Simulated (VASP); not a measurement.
Set up this calculation in VASP 6.6.1, as the native input.

```
Task                   : single point
Functional             : PBEsol
Potentials or basis    : VASP PAW PBE potentials, release 64 (B, N)
Cutoff                 : 520 eV
k mesh                 : 12 × 12 × 12
Occupations            : gaussian, width 0.02 eV
Spin                   : no spin polarisation
Further INCAR settings : ALGO = Fast; EDIFF = 1e-07; NBANDS = 11
```

The structure of BN lies in POSCAR:

```
BN
1.0
    0.0000000000      3.4953158300      2.1660912400
    1.2516321000      0.0000000000      2.1660912400
    1.2516321000      3.4953158300      0.0000000000
B N
1 1
Direct
    0.0000486500      0.0000486500      0.9999513500
    0.6666513400      0.6666513400      0.3333486600
```

Measurements of this composition are mostly on another form, of space group No. 194.

One way to write it, as run:

INCAR

```
PREC     = Accurate       # precision mode
ENCUT    = 520            # plane-wave cutoff, eV
EDIFF    = 1E-7           # SCF threshold, eV
ISMEAR   = 0              # smearing method
SIGMA    = 0.02           # smearing width, eV
LREAL    = F              # projectors in reciprocal space
LASPH    = T              # aspherical terms in the spheres
NELM     = 100            # most SCF steps
ALGO     = Fast           # electronic algorithm
ISIF     = 2              # what is computed and relaxed
LWAVE    = F              # write WAVECAR
LCHARG   = F              # write CHGCAR
GGA      = PS             # functional
NBANDS   = 11             # bands
```

KPOINTS

```
Automatic mesh
0
Gamma
  12 12 12
```

Potentials or basis: VASP PAW PBE potentials, release 64 (B, N).

Run with:

```sh
$ cat potpaw_PBE.64/B/POTCAR potpaw_PBE.64/N/POTCAR > POTCAR
$ mpirun -np 1 vasp_std > vasp.out
```

Results of the run:

```yaml
Pressure: 0.9 GPa
Largest_force: 0.010 eV/Å
Band_gap_on_the_k_mesh: 3.74 eV, indirect (least direct gap 4.49 eV)
```

Caveat: the PAW data sets were made with another functional, which shifts forces and pressure a little.

Run time: 26 s on 1 thread of Intel(R) Xeon(R) 6975P-C (Granite Rapids) (shared host), peak memory 0.17 GiB.
